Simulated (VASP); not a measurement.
Input of a VASP 6.6.1 run:

Contents of INCAR:

```
SYSTEM = KI
ALGO = Normal ; EDIFF = 1E-7
ENCUT = 520 ; GGA = PE
ISIF = 2 ; ISMEAR = 0
LASPH = .True. ; LCHARG = .False.
LREAL = .False. ; LWAVE = .False.
NBANDS = 15 ; NELM = 100
PREC = Accurate ; SIGMA = 0.01
```

The input KPOINTS:

```
k-points
0
Gamma
  4 4 4
  0 0 0
```

Contents of POSCAR:

```
KI
1.0
    0.0000000000      3.5445661589      3.5445661589
    3.5445661589      0.0000000000      3.5445661589
    3.5445661589      3.5445661589      0.0000000000
K I
1 1
Direct
    0.0000000000      0.0000000000      0.0000000000
    0.5000000000      0.5000000000      0.5000000000
```

Potentials or basis: VASP PAW PBE potentials, release 64 (K_sv, I).

Command:

```console
$ cat potpaw_PBE.64/K_sv/POTCAR potpaw_PBE.64/I/POTCAR > POTCAR
$ mpirun -np 1 vasp_std > vasp.out
```

Q: Predict the band gap on the k mesh.

A: 3.94 eV.

Q: Predict the pressure.

A: 0.5 GPa.

Caveat: spin-orbit coupling is left out, which moves the levels of the heavy elements.

**The experiment to reproduce.**

From a printed reference work, monograph, for a bulk crystal of KI: band gap 6.32 eV.

Against the measured gap of KI, 6.32 eV (a printed reference work, monograph), the calculated 3.94 eV is off by -2.38 eV. Spin-orbit coupling on I is left out. The value is that of PBE, without temperature or zero-point motion. Semilocal functionals fall short of measured gaps as a rule.
